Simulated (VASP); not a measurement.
Here is a VASP 6.6.1 calculation.

Contents of POSCAR:

```
H22CO12
1.0
    7.1334920000      0.0000000000      0.0000000000
    0.0000000000      7.1334920000      0.0000000000
    0.0000000000      0.0000000000      7.1334920000
O H C
12 22 1
Direct
    0.4825967422      0.0322562919      0.2646249551
    0.3394410479      0.3332309057      0.8282198957
    0.7274137267      0.7456656572      0.1199272390
    0.9299652961      1.0529485419      0.7110262407
    0.0572090079      0.2953532435      0.4079909251
    0.3291095021      0.0312609869      0.6245748926
    0.3988369231      0.7878749987      0.9466471680
    0.0547838282      0.6927182367      0.5569642470
    0.7184980371      0.2528214793     -0.0248405690
    0.9963983979      0.5224509959      0.9039612016
    0.3782299048      0.4972599675      0.3608330955
    0.6188974488      0.3487492521      0.4954656149
    0.5816225770      0.0907970458      0.1912667737
    0.3810756359     -0.0041914956      0.1714307663
    0.3793794119      0.4386491216      0.7507122739
    0.3462820173      0.2138503835      0.7534318396
    0.8349907731      0.7092739433      0.0473120318
    0.7690763514      0.8449858779      0.2044861058
    1.0537756263      1.0713266378      0.7644783228
    0.8390701216      1.1388531732      0.7739126924
   -0.0066867672      0.4156449604      0.3985845922
    0.0188126657      0.2362096993      0.5205304779
    0.3618424188      0.0437653817      0.4966011036
    0.3867110246     -0.0659284401      0.6932789719
    0.3420484666      0.6672748774      0.9492125315
    0.5246238448      0.7713052738      0.9976880888
    0.1835987200      0.6749709679      0.5405627426
    0.0269713627      0.8303086343      0.5538241299
    0.5925569132      0.3036941795     -0.0359150890
    0.7954028686      0.3648002970     -0.0186865002
    1.0343321335      0.5666088923      0.7799546141
    1.0862842490      0.4275605832      0.9516096745
    0.3222124592      0.3753981921      0.3771785263
    0.6567751110      0.5788469378      0.3525061779
    0.5580016071      0.4739474019      0.4034069149
```

Contents of INCAR.step1:

```
  ALGO = Normal
  EDIFF = 1E-4
  ENCUT = 520
  GGA = PE
  ISMEAR = -1
  LASPH = True
  LCHARG = False
  LREAL = Auto
  LWAVE = True
  NBANDS = 72
  NELM = 100
  PREC = Accurate
  SIGMA = 0.02
```

File INCAR.step2:

```
  ALGO = Normal
  EDIFF = 1E-6
  ENCUT = 520
  ISIF = 2
  ISMEAR = -1
  ISTART = 1
  LASPH = True
  LCHARG = False
  LMIXTAU = True
  LREAL = Auto
  LWAVE = False
  METAGGA = R2SCAN
  NBANDS = 72
  NELM = 100
  PREC = Accurate
  SIGMA = 0.02
```

Contents of KPOINTS:

```
k-points
0
Gamma
  1 1 1
```

Potentials or basis: VASP PAW PBE potentials, release 64 (O, H, C).

Run with:

```bash
$ cat potpaw_PBE.64/O/POTCAR potpaw_PBE.64/H/POTCAR potpaw_PBE.64/C/POTCAR > POTCAR
$ cp INCAR.step1 INCAR
$ mpirun -np 1 vasp_gam > vasp.out
$ cp INCAR.step2 INCAR
$ mpirun -np 1 vasp_gam > vasp.out
```

(1) Predict the band gap on the k mesh.

(2) What does it give for the pressure?

(3) Estimate the largest force.

Results:

(1) 4.79 eV, direct.

(2) 0.4 GPa.

(3) 2.425 eV/Å.

Caveat: the standard files for N, O and F lose accuracy on very short bonds; the PAW data sets were made with another functional, which shifts forces and pressure a little.
